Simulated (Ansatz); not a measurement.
Response of BaTiO$_{3}$ to small distortions

```
Ba Ti O
1.0
     3.99980    0.00000    0.00000
     0.00000    3.99980    0.00000
     0.00000    0.00000    4.01800
Ba Ti O
1 1 3
Direct
  0.00000 0.00000 0.00000
  0.50000 0.50000 0.48200
  0.50000 0.50000 0.01600
  0.50000 0.00000 0.51500
  0.00000 0.50000 0.51500
```

Atom numbers follow the list: Ba1, Ti2, O3, O4, O5.

The cell is COD entry 2100858, as deposited and not checked against the literature; nothing was relaxed.

Spin–orbit coupling is left out, though it moves levels of the heavy atoms by tenths of an eV or more.

The calculation used Ansatz 0.2.0, DFT, PBE, all-electron LAPW, scalar-relativistic.

Settings: a Γ-centred 7×7×7 k mesh, Fermi–Dirac smearing of 0.08 eV, basis error target 1 meV/atom, no spin polarisation.

The unchanged cell is at 2.66 GPa.

x, y and z are the Cartesian axes of the cell as listed; fractional coordinates follow a strain, and an engineering shear is twice the off-diagonal strain component.

With equal xy, yz and zx engineering shear strains of -2 %: energy change +6 meV/atom; stress change (xx, yy, zz, yz, xz, xy) 0.11, 0.11, 0.11, 2.37, 2.37, 2.46 GPa, compression positive; change of the force on Ti2 (0.046, 0.046, -0.006) eV/Å; gap on the k mesh 1.93 → 1.90 eV.

Problem. With this change (equal xy, yz and zx engineering shear strains of +1 %), what becomes of the energy and stress and forces and gap?

Solution. Energy change +1 meV/atom; stress change (xx, yy, zz, yz, xz, xy) 0.03, 0.03, 0.03, -1.17, -1.17, -1.22 GPa, compression positive; change of the force on Ti2 (-0.023, -0.023, -0.001) eV/Å; gap on the k mesh 1.93 → 1.92 eV.

Problem. With this change (equal xy, yz and zx engineering shear strains of +3 %), what becomes of the energy and stress and forces and gap?

Solution. Energy change +13 meV/atom; stress change (xx, yy, zz, yz, xz, xy) 0.25, 0.25, 0.24, -3.48, -3.48, -3.62 GPa, compression positive; change of the force on Ti2 (-0.070, -0.070, -0.013) eV/Å; gap on the k mesh 1.93 → 1.86 eV.

Problem. With this change (equal xy, yz and zx engineering shear strains of -3 %), what becomes of the energy and stress and forces and gap?

Solution. Energy change +13 meV/atom; stress change (xx, yy, zz, yz, xz, xy) 0.26, 0.26, 0.25, 3.58, 3.58, 3.71 GPa, compression positive; change of the force on Ti2 (0.069, 0.069, -0.013) eV/Å; gap on the k mesh 1.93 → 1.86 eV.

With equal xy, yz and zx engineering shear strains of -1 %: energy change +1 meV/atom; stress change (xx, yy, zz, yz, xz, xy) 0.03, 0.03, 0.03, 1.18, 1.18, 1.23 GPa, compression positive; change of the force on Ti2 (0.023, 0.023, -0.001) eV/Å; gap on the k mesh 1.93 → 1.92 eV.

With equal xy, yz and zx engineering shear strains of +2 %: energy change +6 meV/atom; stress change (xx, yy, zz, yz, xz, xy) 0.11, 0.11, 0.11, -2.33, -2.33, -2.42 GPa, compression positive; change of the force on Ti2 (-0.047, -0.047, -0.006) eV/Å; gap on the k mesh 1.93 → 1.89 eV.
